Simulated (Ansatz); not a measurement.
Method: Ansatz, DFT PBE, scalar-relativistic, plane waves, PAW. All cells share a 420 eV cutoff and Γ-centred k meshes spaced at most about 0.3 Å⁻¹ (about 0.25 or finer for metals, 2π included). No spin polarisation.

Each guess is relaxed in cell and atoms at zero pressure, on a coarse mesh first where it starts far from rest and then on a converged one. The steps can't lower the symmetry of the start, but it can rise. Energies are static (0 K, no zero-point motion).

This guess for SnO isn't its lowest structure:

```yaml
crystal:
  lattice:
    - [3.23814, 0.00000, 0.00000]
    - [0.00000, 3.23814, 0.00000]
    - [0.00000, 0.00000, 3.23814]
  atoms:
    - { symbol: Sn, position: [0.50000, 0.50000, 0.50000] }
    - { symbol: O, position: [0.00000, 0.00000, 0.00000] }
```

Question: What does it relax into?

Answer: Pm-3m at 17.0 Å³/atom → Pm-3m (caesium chloride type) at 15.4 Å³/atom. Conventional cell: a = 3.132 Å. Around Sn lie 8 O at 2.71 Å and 6 Sn at 3.13 Å; O is surrounded by 8 Sn at 2.71 Å and 6 O at 3.13 Å.

```cif
data_structure
_symmetry_space_group_name_H-M 'Pm-3m'
_symmetry_Int_Tables_number 221
_cell_length_a 3.1319
_cell_length_b 3.1319
_cell_length_c 3.1319
_cell_angle_alpha 90.000
_cell_angle_beta 90.000
_cell_angle_gamma 90.000
_cell_volume 30.72
loop_
_atom_site_label
_atom_site_type_symbol
_atom_site_symmetry_multiplicity
_atom_site_Wyckoff_symbol
_atom_site_fract_x
_atom_site_fract_y
_atom_site_fract_z
_atom_site_occupancy
Sn1 Sn 1 a 0.00000 0.00000 0.00000 1
O1 O 1 b 0.50000 0.50000 0.50000 1
```

Question: How far does this end lie above the lowest form of SnO relaxed in the same way, and what is that form?

Answer: It lies 0.77 eV/atom above the lowest of the 6 forms computed, a structure that the Crystallography Open Database (COD) lists, of the litharge type. Space group P4/nmm (No. 129), tetragonal, a = 3.868 Å, c = 5.066 Å. Sn has 4 O at 2.25 Å; O is surrounded by 4 Sn at 2.25 Å and 4 O at 2.74 Å. That form has 19.0 Å³/atom and a gap of 0.50 eV on its mesh; the guess's end has none. Counting O atoms around Sn (those within 1.25 times the shortest such distance or 1.15 times the sum of covalent radii; the shortest distance is added where it is long for a bond), the guess's end has Sn 8 from 2.7 Å and the lowest form has Sn 4.

No dispersion correction is applied, so the spacing and binding between layers, chains or molecules are poorly described (P4/nmm), and this can change margins and order among such cells. Kohn–Sham gaps at this level usually fall short of measured ones. The zero gap of Pm-3m may come from the functional, which often closes small gaps. Some candidate types were left out of the draw beforehand, so a known form may be missing.

The guess keeps its caesium chloride arrangement and merely contracts, ending far above litharge-type SnO, the form known at ambient conditions. The main reason is probably the electronic structure of Sn(II). Its filled 5s shell mixes with O 2p, and the resulting antibonding states can be stabilised by Sn 5p only where the cation site lacks inversion symmetry. In litharge, Sn sits to one side of its four oxygens, forming short, partly covalent bonds at 2.25 Å while the lone pair points into the space between the layers. The cubic site forbids this on-site s–p mixing and spreads the bonding over eight weak contacts at 2.71 Å. Higher coordination therefore doesn't make up for the loss of strong directional bonds.

The cubic form is nevertheless the denser one, at 15.4 against 19.0 Å³/atom, so compression would reduce its enthalpy disadvantage relative to litharge. Whether it ever becomes the stable phase doesn't follow, since other dense structures could be favoured first.
